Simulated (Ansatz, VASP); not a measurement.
**One calculation of As, two programs**

```
As
1.0
    -1.66738    1.66738    1.66738
     1.66738   -1.66738    1.66738
     1.66738    1.66738   -1.66738
As
1
Cartesian
  0.0000 0.0000 0.0000
```

Alike in both runs: task single point; functional revPBE; k mesh 15 × 15 × 15; occupations fermi-dirac, width 0.1 eV; no spin polarisation.

```csv
,VASP,Ansatz
version,VASP 6.6.1,Ansatz 0.2.0
potentials or method,"VASP PAW PBE potentials, release 64 (As)","plane waves (420 eV) with PAW, scalar-relativistic"
plane-wave cutoff (eV),520,420
valence electrons in the cell,5,15
```

|  | VASP | Ansatz | Ansatz less VASP |
| --- | --- | --- | --- |
| pressure (GPa) | 3.4 | 3.3 | -0.04 |

The two sets of potentials don't hold the same shells in valence.

Caveats: the PAW data sets were made with another functional, which shifts forces and pressure a little (VASP).
